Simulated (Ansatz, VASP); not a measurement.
This is a calculation of Ge (Germanium) for VASP 6.6.1. 

The input INCAR:

```
PREC = Accurate
ENCUT = 600
EDIFF = 1E-7
ISMEAR = -5
SIGMA = 0.05
LREAL = False
LASPH = True
NELM = 60
ALGO = Fast
ISIF = 3
LWAVE = False
LCHARG = False
MAGMOM = 0 0 0 0 0 0
LORBIT = 11
LSORBIT = True
GGA_COMPAT = False
GGA = RP
IBRION = 2
NSW = 60
EDIFFG = -0.01
```

The input KPOINTS:

```
regular mesh
0
Gamma
  6 6 6
```

POSCAR

```
Ge
1.0
    0.0000000000      2.8289100000      2.8289100000
    2.8289100000      0.0000000000      2.8289100000
    2.8289100000      2.8289100000      0.0000000000
Ge
2
Cartesian
    4.2433650000      4.2433650000      4.2433650000
    2.8289100000      2.8289100000      2.8289100000
```

Potentials or basis: VASP PAW PBE potentials, release 64 (Ge_d).

Command:

```console
$ cat potpaw_PBE.64/Ge_d/POTCAR > POTCAR
$ mpirun -np 1 vasp_ncl > vasp.out
```

Question: Translate it to Ansatz 0.2.0. Potentials or basis there: Ansatz PAW, cutoff 420 eV.

Answer: As run (cutoffs and basis follow the program's own potentials, and thresholds, step limits or extra output files can differ):

The input input.yaml:

```yaml
crystal:
  lattice:
    - [0.0, 2.82891, 2.82891]
    - [2.82891, 0.0, 2.82891]
    - [2.82891, 2.82891, 0.0]
  atoms:
    - { symbol: Ge, position: [0.75, 0.75, 0.75] }
    - { symbol: Ge, position: [0.5, 0.5, 0.5] }
hamiltonian:
  xc: rpbe
  pseudopotentials: { kind: paw_fr }
magnetization:
  noncollinear: true
  spin_orbit: true
kpoints:
  mp_grid: { grid: [6, 6, 6] }
scf:
  occupations: { method: tetrahedron }
output:
  forces: true
  stress: true
relax:
  f_tol: 0.01
  max_steps: 40
  cell: { stress_tol: 0.05 }
```

Potentials or basis: Ansatz PAW.

The run is started by

```bash
$ ansatz run input.yaml --threads 2 --pin off --max-ram 5632MiB --backend cpu --events-out ev --progress --plain --runs-dir out
```

Both were run:

|  | VASP | Ansatz |
| --- | --- | --- |
| Relaxed volume | 24.59 Å³/atom | 24.60 Å³/atom |
| Relaxed cell | a = 4.112 Å, b = 4.112 Å, c = 4.112 Å, α = 60.00°, β = 60.00°, γ = 60.00° | a = 4.113 Å, b = 4.113 Å, c = 4.113 Å, α = 60.00°, β = 60.00°, γ = 60.00° |
| Space group after relaxing | Fd-3m (No. 227) | Fd-3m (No. 227) |
| Pressure after relaxing | 0.0 GPa | 0.0 GPa |

Ansatz's pressure holds a Pulay term of +0.02 GPa for its cutoff of 420 eV, which the other run lacks.

VASP's potentials were made for PBE. Ansatz's potentials were made for PBE.

Where Ansatz's input types no cutoff or centring, it takes its own default and a Γ-centred mesh.

Pressure is positive in compression.
